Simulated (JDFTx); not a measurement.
# CuO (Pm-3m) in JDFTx: notebook

Aim: see how the results for CuO move with the level of theory and the settings. Levels: LDA, PBE, PBEsol, RPBE. Tasks: relaxation of cell and atoms.

Everything below comes from runs of JDFTx 1.7.0 (patched build). Logs are shortened: lines on timing, memory, paths and dates and some standing lists are left out, and cuts for length are marked. The log counts tension as positive stress, the text compression.

### Step 1. The crystal as given

Symmetry: Pm-3m, No. 221, cubic system. Conventional cell: a = 2.553 Å, b = 2.553 Å, c = 2.553 Å, α = 90.00°, β = 90.00°, γ = 90.00°. Cu (site symmetry m-3m) has 8 O at 2.21 Å as nearest neighbours. O (site symmetry m-3m) has 8 Cu at 2.21 Å as nearest neighbours.

Measurements of this composition are mostly on another form, of space group No. 15.

### Step 2. Relaxation of cell and atoms, LDA

CuO.in

```
lattice \
    4.8236215721     0.0000000000     0.0000000000 \
    0.0000000000     4.8236215721     0.0000000000 \
    0.0000000000     0.0000000000     4.8236215721
coords-type Cartesian
ion Cu     0.0000000000     0.0000000000     0.0000000000 1
ion O      2.4118107861     2.4118107861     2.4118107861 1

ion-species pseudo/Cu.upf
ion-species pseudo/O.upf
elec-cutoff 50 400
elec-ex-corr lda-PW
kpoint-folding 5 5 5
elec-smearing Fermi 0.0018374661
elec-n-bands 19
electronic-SCF nIterations 100 energyDiffThreshold 1e-09
electronic-minimize nIterations 30 energyDiffThreshold 1e-7
forces-output-coords Cartesian
lattice-minimize nIterations 40 energyDiffThreshold 1e-6

dump-name run.$VAR
dump End Ecomponents EigStats BandEigs Kpoints Forces Stress
```

Potentials or basis: SG15-PBE-1.2 with smoothed tails.

Run with:

```
$ jdftx -c 1 -i CuO.in -o CuO.out
```

What it wrote:

```text
*************** JDFTx 1.7.0 (patched build) ***************

Input parsed successfully to the following command list (including defaults):
[... the input with its defaults ...]

---------- Setting up symmetries ----------

Found 48 point-group symmetries of the bravais lattice
Found 48 space-group symmetries with basis
Applied RMS atom displacement 4.33008e-11 bohrs to make symmetries exact.

---------- Initializing the Grid ----------
R =
[      4.82362            0            0  ]
[            0      4.82362            0  ]
[            0            0      4.82362  ]
unit cell volume = 112.233
G =
[    1.30259          0          0  ]
[          0    1.30259          0  ]
[          0          0    1.30259  ]
Minimum fftbox size, Smin = [  44  44  44  ]
Chosen fftbox size, S = [  48  48  48  ]

---------- Initializing tighter grid for wavefunction operations ----------
R =
[      4.82362            0            0  ]
[            0      4.82362            0  ]
[            0            0      4.82362  ]
unit cell volume = 112.233
G =
[    1.30259          0          0  ]
[          0    1.30259          0  ]
[          0          0    1.30259  ]
Minimum fftbox size, Smin = [  32  32  32  ]
Chosen fftbox size, S = [  32  32  32  ]

---------- Exchange Correlation functional ----------
Initalized Slater LDA exchange.
Initalized Perdew-Wang LDA correlation.

---------- Setting up pseudopotentials ----------
Width of ionic core gaussian charges (only for fluid interactions / plotting) set to 0

Reading pseudopotential file 'pseudo/Cu.upf':
  'Cu' pseudopotential, 'PBE' functional
  WARNING: this pseudopotential is for another kind of functional than that of the calculation, 'lda-PW'.
  Generated using ONCVPSP code by D. R. Hamann
  19 valence electrons, 0 orbitals, 6 projectors, 602 radial grid points, with lMax = 2
  Core radius for overlap checks: 1.69 bohrs.

Reading pseudopotential file 'pseudo/O.upf':
  'O' pseudopotential, 'PBE' functional
  WARNING: this pseudopotential is for another kind of functional than that of the calculation, 'lda-PW'.
  Generated using ONCVPSP code by D. R. Hamann
  6 valence electrons, 0 orbitals, 4 projectors, 602 radial grid points, with lMax = 1
  Core radius for overlap checks: 1.29 bohrs.

Initialized 2 species with 2 total atoms.

Folded 1 k-points by 5x5x5 to 125 k-points.

---------- Setting up k-points, bands, fillings ----------
Reduced to 10 k-points under symmetry.
Computing the number of bands and number of electrons
Calculating initial fillings.
nElectrons:  25.000000   nBands: 19   nStates: 10

----- Setting up reduced wavefunction bases (one per k-point) -----
average nbasis = 1895.496 , ideal nbasis = 1895.260

---------- Setting up ewald sum ----------
Optimum gaussian width for ewald sums = 1.714398 bohr.
Real space sum over 1331 unit cells with max indices [  5  5  5  ]
Reciprocal space sum over 2197 terms with max indices [  6  6  6  ]

---------- Allocating electronic variables ----------
Initializing wave functions:  (No orbitals for LCAO)  bandwidth-limited random numbers

--------- Lattice Minimization ---------

Setting the auxilliary hamiltonian equal to the subspace hamiltonian.

-------- Electronic minimization -----------
Will mix electronic density at each iteration.
	FillingsUpdate:  mu: +2.011613146  nElectrons: 25.000000
	FillingsUpdate:  mu: +0.065794051  nElectrons: 25.000000
SCF: Cycle:  0   F: -172.184959896480223   dF: -5.649e+01   |Residual|: 6.015e+00   |deigs|: 4.307e+00
	FillingsUpdate:  mu: +0.171688664  nElectrons: 25.000000
SCF: Cycle:  1   F: -187.568055246406857   dF: -1.538e+01   |Residual|: 5.407e+00   |deigs|: 1.487e+00
	FillingsUpdate:  mu: +0.216100500  nElectrons: 25.000000
SCF: Cycle:  2   F: -194.658696148258969   dF: -7.091e+00   |Residual|: 2.658e+00   |deigs|: 1.705e+00
	FillingsUpdate:  mu: +0.725498396  nElectrons: 25.000000
SCF: Cycle:  3   F: -197.757595026029151   dF: -3.099e+00   |Residual|: 1.095e+00   |deigs|: 9.417e-01
	FillingsUpdate:  mu: +0.608787219  nElectrons: 25.000000
SCF: Cycle:  4   F: -198.005675909091707   dF: -2.481e-01   |Residual|: 5.346e-01   |deigs|: 9.694e-02
	FillingsUpdate:  mu: +0.572899043  nElectrons: 25.000000
SCF: Cycle:  5   F: -198.124349717721458   dF: -1.187e-01   |Residual|: 2.951e-01   |deigs|: 4.565e-02
	FillingsUpdate:  mu: +0.588093770  nElectrons: 25.000000
SCF: Cycle:  6   F: -198.123237649682920   dF: +1.112e-03   |Residual|: 1.374e-01   |deigs|: 1.449e-02
	FillingsUpdate:  mu: +0.575927264  nElectrons: 25.000000
SCF: Cycle:  7   F: -198.120064110149457   dF: +3.174e-03   |Residual|: 1.567e-01   |deigs|: 3.073e-02
	FillingsUpdate:  mu: +0.576757290  nElectrons: 25.000000
SCF: Cycle:  8   F: -198.140236037014233   dF: -2.017e-02   |Residual|: 1.056e-01   |deigs|: 1.027e-02
	FillingsUpdate:  mu: +0.591419152  nElectrons: 25.000000
SCF: Cycle:  9   F: -198.142723111175428   dF: -2.487e-03   |Residual|: 3.674e-02   |deigs|: 1.810e-02
	FillingsUpdate:  mu: +0.590284658  nElectrons: 25.000000
SCF: Cycle: 10   F: -198.143866240680694   dF: -1.143e-03   |Residual|: 2.249e-02   |deigs|: 2.239e-03
	FillingsUpdate:  mu: +0.589060628  nElectrons: 25.000000
SCF: Cycle: 11   F: -198.144449763960750   dF: -5.835e-04   |Residual|: 7.966e-03   |deigs|: 2.207e-03
	FillingsUpdate:  mu: +0.588778032  nElectrons: 25.000000
SCF: Cycle: 12   F: -198.144531581514485   dF: -8.182e-05   |Residual|: 2.952e-03   |deigs|: 1.267e-03
	FillingsUpdate:  mu: +0.588972827  nElectrons: 25.000000
SCF: Cycle: 13   F: -198.144543165327690   dF: -1.158e-05   |Residual|: 1.079e-03   |deigs|: 6.371e-04
	FillingsUpdate:  mu: +0.588999317  nElectrons: 25.000000
SCF: Cycle: 14   F: -198.144542615932579   dF: +5.494e-07   |Residual|: 1.174e-03   |deigs|: 2.811e-04
	FillingsUpdate:  mu: +0.589023223  nElectrons: 25.000000
SCF: Cycle: 15   F: -198.144544733520888   dF: -2.118e-06   |Residual|: 2.963e-04   |deigs|: 4.206e-04
	FillingsUpdate:  mu: +0.589004939  nElectrons: 25.000000
SCF: Cycle: 16   F: -198.144544789963078   dF: -5.644e-08   |Residual|: 1.230e-04   |deigs|: 3.613e-04
	FillingsUpdate:  mu: +0.588994187  nElectrons: 25.000000
SCF: Cycle: 17   F: -198.144544797913738   dF: -7.951e-09   |Residual|: 1.608e-05   |deigs|: 2.124e-04
	FillingsUpdate:  mu: +0.588996865  nElectrons: 25.000000
SCF: Cycle: 18   F: -198.144544797882730   dF: +3.101e-11   |Residual|: 1.843e-05   |deigs|: 1.885e-04
	FillingsUpdate:  mu: +0.588994586  nElectrons: 25.000000
SCF: Cycle: 19   F: -198.144544798164418   dF: -2.817e-10   |Residual|: 1.382e-05   |deigs|: 5.229e-04
	FillingsUpdate:  mu: +0.588995938  nElectrons: 25.000000
SCF: Cycle: 20   F: -198.144544798226548   dF: -6.213e-11   |Residual|: 3.324e-06   |deigs|: 2.277e-04
SCF: Converged (|Delta E|<1.000000e-09 for 2 iters).
[... 9 lines left out ...]
# Strain tensor in Cartesian coordinates:
[            0            0            0  ]
[            0            0            0  ]
[            0            0            0  ]

# Stress tensor in Cartesian coordinates [Eh/a0^3]:
[ -5.27701e-05            0            0  ]
[            0 -5.27701e-05            0  ]
[            0            0 -5.27701e-05  ]

# Ionic positions in cartesian coordinates:
ion Cu   0.000000000025000   0.000000000025000   0.000000000025000 1
ion O   2.411810786075000   2.411810786075000   2.411810786075000 1

# Forces in Cartesian coordinates:
force Cu   0.000000000000000  -0.000000000000000   0.000000000000000 1
force O  -0.000000000000000  -0.000000000000000  -0.000000000000000 1

# Energy components:
   Eewald =     -135.7121906176197967
       EH =       56.8193943422126324
     Eloc =     -130.6324201890809888
      Enl =      -62.2937806093372899
      Exc =      -20.5045878165470192
       KE =       94.1804420129772666
-------------------------------------
     Etot =     -198.1431428773952348
       TS =        0.0014019208313144
-------------------------------------
        F =     -198.1445447982265478

LatticeMinimize: Iter:   0  F: -198.144544798226548  |grad|_K:  2.127e-03

-------- Electronic minimization -----------
Will mix electronic density at each iteration.
	FillingsUpdate:  mu: +0.588995938  nElectrons: 25.000000
	FillingsUpdate:  mu: +0.587375365  nElectrons: 25.000000
SCF: Cycle:  0   F: -198.144495521793488   dF: +3.519e-05   |Residual|: 8.289e-03   |deigs|: 2.908e-04
	FillingsUpdate:  mu: +0.588529967  nElectrons: 25.000000
SCF: Cycle:  1   F: -198.144468661450816   dF: +2.686e-05   |Residual|: 7.059e-03   |deigs|: 2.068e-03
	FillingsUpdate:  mu: +0.588351596  nElectrons: 25.000000
SCF: Cycle:  2   F: -198.144543919359307   dF: -7.526e-05   |Residual|: 1.817e-03   |deigs|: 9.993e-04
	FillingsUpdate:  mu: +0.588330431  nElectrons: 25.000000
SCF: Cycle:  3   F: -198.144549035174720   dF: -5.116e-06   |Residual|: 3.124e-04   |deigs|: 1.908e-04
	FillingsUpdate:  mu: +0.588325233  nElectrons: 25.000000
SCF: Cycle:  4   F: -198.144549059656555   dF: -2.448e-08   |Residual|: 4.550e-05   |deigs|: 1.091e-05
	FillingsUpdate:  mu: +0.588326721  nElectrons: 25.000000
SCF: Cycle:  5   F: -198.144549065025188   dF: -5.369e-09   |Residual|: 2.158e-05   |deigs|: 3.814e-06
	FillingsUpdate:  mu: +0.588328547  nElectrons: 25.000000
SCF: Cycle:  6   F: -198.144549066012729   dF: -9.875e-10   |Residual|: 4.047e-06   |deigs|: 2.678e-06
	FillingsUpdate:  mu: +0.588328373  nElectrons: 25.000000
SCF: Cycle:  7   F: -198.144549066199772   dF: -1.870e-10   |Residual|: 1.709e-06   |deigs|: 9.634e-07
SCF: Converged (|Delta E|<1.000000e-09 for 2 iters).

Setting wave functions to eigenvectors of Hamiltonian
# Lattice vectors:
R =
[      4.82485            0            0  ]
[            0      4.82485            0  ]
[            0            0      4.82485  ]
unit cell volume = 112.318

# Strain tensor in Cartesian coordinates:
[  0.000254543            0            0  ]
[            0  0.000254543            0  ]
[            0            0  0.000254543  ]

# Stress tensor in Cartesian coordinates [Eh/a0^3]:
[ -4.68339e-05            0            0  ]
[            0 -4.68339e-05            0  ]
[            0            0 -4.68339e-05  ]

# Ionic positions in cartesian coordinates:
ion Cu   0.000000000025006   0.000000000025006   0.000000000025006 1
ion O   2.412424695629986   2.412424695629986   2.412424695629986 1

# Forces in Cartesian coordinates:
force Cu  -0.000000000000000  -0.000000000000000   0.000000000000000 1
force O   0.000000000000000  -0.000000000000000   0.000000000000000 1
[... 167 lines left out ...]
# Strain tensor in Cartesian coordinates:
[    0.0022442            0            0  ]
[            0    0.0022442            0  ]
[            0            0    0.0022442  ]

# Stress tensor in Cartesian coordinates [Eh/a0^3]:
[   1.2562e-07            0            0  ]
[            0   1.2562e-07            0  ]
[            0            0   1.2562e-07  ]

# Ionic positions in cartesian coordinates:
ion Cu   0.000000000025056   0.000000000025056   0.000000000025056 1
ion O   2.417223375595341   2.417223375595341   2.417223375595341 1

# Forces in Cartesian coordinates:
force Cu   0.000000000000000  -0.000000000000000  -0.000000000000000 1
force O  -0.000000000000000  -0.000000000000000  -0.000000000000000 1

# Energy components:
   Eewald =     -135.4083070840846688
       EH =       56.9994549195644709
     Eloc =     -131.1094299994793175
      Enl =      -62.2917870852460567
      Exc =      -20.4996927844541545
       KE =       94.1666041620922698
-------------------------------------
     Etot =     -198.1431578716074569
       TS =        0.0014067524775699
-------------------------------------
        F =     -198.1445646240850351

LatticeMinimize: Iter:   4  F: -198.144564624085035  |grad|_K:  5.097e-06  alpha:  1.000e+00  linmin:  1.000e+00
LatticeMinimize: Converged (|Delta F|<1.000000e-06 for 2 iters).

Dumping 'run.eigStats' ...
	eMin: -3.556637 at state 0 ( [ +0.000000 +0.000000 +0.000000 ] spin 0 )
	HOMO: +0.582761 at state 4 ( [ +0.000000 +0.200000 +0.400000 ] spin 0 )
	mu  : +0.583130
	LUMO: +0.583785 at state 9 ( [ +0.400000 +0.400000 +0.400000 ] spin 0 )
	eMax: +1.536813 at state 4 ( [ +0.000000 +0.200000 +0.400000 ] spin 0 )
	HOMO-LUMO gap: +0.001024
	Optical gap  : +0.037514 at state 9 ( [ +0.400000 +0.400000 +0.400000 ] spin 0 )
Done!
```

It took 18 s on 1 thread of Intel Xeon 6975P-C (Granite Rapids), shared host; peak memory 0.07 GiB.

Results:

```yaml
Free_energy: -5391.7883 eV
Relaxed_volume: 8.37 Å³/atom
Relaxed_cell: a = 2.558 Å, b = 2.558 Å, c = 2.558 Å, α = 90.00°, β = 90.00°, γ = 90.00°
Space_group_after_relaxing_to_0.05_Å: Pm-3m (No. 221)
Energy_gained_by_relaxing: 0.3 meV/atom
Ionic_steps: 5
Pressure_after_relaxing: 0.0 GPa
Band_gap_on_the_k_mesh: none (metal or under the smearing width)
```

The path:
```tsv
step	energy change (eV)	largest force (eV/Å)	pressure (GPa)	volume (Å³)
1	0.0000	0.0000	1.55	16.63
2	-0.0001	0.0000	1.38	16.64
3	-0.0005	0.0000	0.02	16.74
4	-0.0005	0.0000	0.01	16.74
5	-0.0005	0.0000	0.00	16.74
```

Final structure:
```cif
data_structure
_symmetry_space_group_name_H-M 'P 1'
_symmetry_Int_Tables_number 1
_cell_length_a 2.5583
_cell_length_b 2.5583
_cell_length_c 2.5583
_cell_angle_alpha 90.000
_cell_angle_beta 90.000
_cell_angle_gamma 90.000
_cell_volume 16.74
loop_
_atom_site_label
_atom_site_type_symbol
_atom_site_fract_x
_atom_site_fract_y
_atom_site_fract_z
_atom_site_occupancy
Cu1 Cu 0.00000 0.00000 0.00000 1
O1 O 0.50000 0.50000 0.50000 1
```

Caveat: the k mesh is coarse (spacing up to 0.49 Å⁻¹), so the values aren't converged; the potentials were made for another functional, which shifts forces and pressure; an odd number of electrons without spin polarisation forces a metal; a magnetic or distorted state may lie lower; the run has no spin polarisation, though such a crystal can be magnetic; semilocal functionals often make such compounds metallic where correlation or magnetic order opens a gap, which also shifts bond lengths. With open d or f shells a metallic result of LDA can be an artefact of self-interaction; +U or a hybrid may open a gap.

### Step 3. Relaxation of cell and atoms, PBE

CuO.in, as its differences from that of step 2:

```diff
@@ -11,3 +11,3 @@
 elec-cutoff 50 400
-elec-ex-corr lda-PW
+elec-ex-corr gga-PBE
 kpoint-folding 5 5 5
@@ -21,2 +21,2 @@
 dump-name run.$VAR
-dump End Ecomponents EigStats BandEigs Kpoints Forces Stress
+dump End Ecomponents EigStats BandEigs Kpoints Forces Stress ElecDensity KEdensity
```

Potentials or basis: SG15-PBE-1.2 with smoothed tails.

Run with:

```
$ jdftx -c 1 -i CuO.in -o CuO.out
```

Run time: 29 s. Hardware: 1 thread of Intel Xeon 6975P-C (Granite Rapids), shared host; peak memory 0.08 GiB.

It converged, with:

```
Free energy                            : -5401.5409 eV
Relaxed volume                         : 9.16 Å³/atom
Relaxed cell                           : a = 2.636 Å, b = 2.636 Å, c = 2.636 Å, α = 90.00°, β = 90.00°, γ = 90.00°
Space group after relaxing (to 0.05 Å) : Pm-3m (No. 221)
Energy gained by relaxing              : 49.5 meV/atom
Ionic steps                            : 7
Pressure after relaxing                : 0.0 GPa
Band gap on the k mesh                 : none (metal or under the smearing width)
```

Step by step:
| step | energy change (eV) | largest force (eV/Å) | pressure (GPa) | volume (Å³) |
| --- | --- | --- | --- | --- |
| 1 | 0.0000 | 0.0000 | 20.71 | 16.63 |
| 2 | -0.0206 | 0.0000 | 18.10 | 16.80 |
| 3 | -0.0973 | 0.0000 | 2.35 | 18.07 |
| 4 | -0.0990 | 0.0000 | 0.41 | 18.27 |
| 5 | -0.0991 | 0.0000 | 0.05 | 18.31 |
| 6 | -0.0991 | 0.0000 | 0.02 | 18.31 |
| 7 | -0.0991 | 0.0000 | -0.01 | 18.31 |

Final structure:
```yaml
crystal:
  lattice:
    - [2.63582, 0.00000, 0.00000]
    - [0.00000, 2.63582, 0.00000]
    - [0.00000, 0.00000, 2.63582]
  atoms:
    - { symbol: Cu, position: [0.00000, 0.00000, 0.00000] }
    - { symbol: O, position: [0.50000, 0.50000, 0.50000] }
```

Levels at points of the mesh, in eV from the Fermi level:
```csv
k point,band 11,band 12,band 13,band 14,band 15,band 16
"(0.00, 0.00, 0.00)",-1.62,-1.62,-1.62,0.72,15.69,15.69
```

Caveat: the k mesh is coarse (spacing up to 0.49 Å⁻¹), so the values aren't converged; the plane waves are those of the starting cell, so after so large a change of volume the result is rough; an odd number of electrons without spin polarisation forces a metal; a magnetic or distorted state may lie lower; the run has no spin polarisation, though such a crystal can be magnetic; semilocal functionals often make such compounds metallic where correlation or magnetic order opens a gap, which also shifts bond lengths. With open d or f shells a metallic result of PBE can be an artefact of self-interaction; +U or a hybrid may open a gap.

### Step 4. Relaxation of cell and atoms, PBEsol

CuO.in, as its differences from that of step 3:

```diff
@@ -11,3 +11,3 @@
 elec-cutoff 50 400
-elec-ex-corr gga-PBE
+elec-ex-corr gga-PBEsol
 kpoint-folding 5 5 5
```

Run with:

```
$ jdftx -c 1 -i CuO.in -o CuO.out
```

It took 24 s on 1 thread of Intel Xeon 6975P-C (Granite Rapids), shared host; peak memory 0.08 GiB.

The run converged. Its results:

* Free energy: -5394.7877 eV
* Relaxed volume: 8.70 Å³/atom
* Relaxed cell: a = 2.591 Å, b = 2.591 Å, c = 2.591 Å, α = 90.00°, β = 90.00°, γ = 90.00°
* Space group after relaxing (to 0.05 Å): Pm-3m (No. 221)
* Energy gained by relaxing: 11.7 meV/atom
* Ionic steps: 6
* Pressure after relaxing: 0.0 GPa
* Band gap on the k mesh: none (metal or under the smearing width)

The path:
| step | energy change (eV) | largest force (eV/Å) | pressure (GPa) | volume (Å³) |
| --- | --- | --- | --- | --- |
| 1 | 0.0000 | 0.0000 | 10.14 | 16.63 |
| 2 | -0.0049 | 0.0000 | 8.91 | 16.71 |
| 3 | -0.0231 | 0.0000 | 0.89 | 17.33 |
| 4 | -0.0233 | 0.0000 | 0.09 | 17.39 |
| 5 | -0.0233 | 0.0000 | 0.02 | 17.40 |
| 6 | -0.0233 | 0.0000 | 0.00 | 17.40 |

Final structure:
```
Cu O
1.0
     2.59134    0.00000    0.00000
     0.00000    2.59134    0.00000
     0.00000    0.00000    2.59134
Cu O
1 1
Cartesian
  0.0000 0.0000 0.0000
  1.2957 1.2957 1.2957
```

Levels at points of the mesh, in eV from the Fermi level:
| k point | band 9 | band 10 | band 11 | band 12 | band 13 | band 14 | band 15 | band 16 | band 17 | band 18 |
| --- | --- | --- | --- | --- | --- | --- | --- | --- | --- | --- |
| (0.00, 0.00, 0.00) | -2.05 | -2.05 | -1.73 | -1.73 | -1.73 | 0.77 | 15.71 | 15.71 | 20.11 | 20.11 |

Caveat: the k mesh is coarse (spacing up to 0.49 Å⁻¹), so the values aren't converged; the potentials were made for another functional, which shifts forces and pressure; an odd number of electrons without spin polarisation forces a metal; a magnetic or distorted state may lie lower; the run has no spin polarisation, though such a crystal can be magnetic; semilocal functionals often make such compounds metallic where correlation or magnetic order opens a gap, which also shifts bond lengths.

(Part 1 of 2 ends here.)
